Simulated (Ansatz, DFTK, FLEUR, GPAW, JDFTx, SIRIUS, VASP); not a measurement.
## NaCl: 8 runs at one level of theory

```xyz
2
Lattice="0.0000 2.7941 2.7941 2.7941 0.0000 2.7941 2.7941 2.7941 0.0000" Properties=species:S:1:pos:R:3 pbc="T T T"
Cl    2.7941    2.7941    2.7941
Na    0.0000    0.0000    0.0000
```

The cell is a database's computed one, not the measured one.

Alike in all runs: task equation of state; functional PBEsol; k mesh 8 × 8 × 8; occupations fermi-dirac, width 0.05 eV; no spin polarisation; no spin-orbit coupling.

```csv
program and potentials,plane-wave cutoff (eV),notes,equilibrium volume (Å³/atom),bulk modulus (GPa)
"VASP, PBE PAW files Cl, Na_pv, 520 eV",520,potentials made for PBE,22.03,25.9
"DFTK, PseudoDojo SR PBEsol 0.4.1 standard (PBEsol)",1197,-,22.00,25.8
"FLEUR, all-electron, FLAPW",-,-,21.98,25.8
"SIRIUS, all-electron FP-LAPW, apw+lo standard",-,-,21.96,26.2
"GPAW, PAW data sets generated for this functional",800,-,?,?
"Ansatz, all-electron LAPW, scalar-relativistic",-,-,21.98,25.8
"SIRIUS, PseudoDojo 0.4.1 PBEsol standard (scalar relativistic)",1202,-,22.00,25.8
"JDFTx, PseudoDojo-SR-PBEsol-0.4.1-standard with smoothed tails",1197,-,22.00,25.9
```

**Question.** Estimate from the other rows what the run with GPAW, PAW data sets generated for this functional gave.

**Answer.** Equilibrium volume 22.03 Å³/atom; bulk modulus 26.1 GPa. The other rows, which needn't bracket it: equilibrium volume 21.96 to 22.03; bulk modulus 25.8 to 26.2.
